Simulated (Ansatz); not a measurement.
Write the native input for Ansatz 0.2.0 that does the following.

* Task: single point
* Functional: PBE
* Potentials or basis: Ansatz PAW
* Cutoff: 420 eV (not typed: the program's choice for these potentials)
* k mesh: 10 × 10 × 10
* Occupations: gaussian, width 0.011 eV
* Spin: no spin polarisation

Crystal: TiC.

```
Ti C
1.0
     3.04209    0.00000    0.00000
    -1.52104    2.63452    0.00000
     0.00000    0.00000    2.69797
Ti C
1 1
Direct
  0.00000 0.00000 0.50000
  0.33333 0.66667 0.00000
```

The cell was built by a generator and needn't be a form met in nature.

These files were run (other wordings do the same):

input.yaml

```yaml
crystal:
  lattice:
    - [3.04209, 0.0, 0.0]
    - [-1.52104, 2.63452, 0.0]
    - [0.0, 0.0, 2.69797]
  atoms:
    - { symbol: Ti, position: [0.0, 0.0, 0.5] }
    - { symbol: C, position: [0.33333, 0.66667, 0.0] }
hamiltonian:
  xc: pbe
  pseudopotentials: { kind: paw }
kpoints:
  mp_grid: { grid: [10, 10, 10] }
scf:
  occupations: { method: gaussian, width: 0.011 }
output:
  forces: true
  stress: true
  eigenvalues: true
```

Potentials or basis: Ansatz PAW.

Command:

```sh
$ ansatz run input.yaml --threads 2 --pin off --max-ram 5632MiB --backend cpu --events-out ev --progress --plain --runs-dir out
```

It gave:

| Item | Value |
| --- | --- |
| Pressure | 0.1 GPa |

It took 0.99 s on 2 threads of Arm Neoverse V2, on a shared host, peak memory 0.3 GiB.
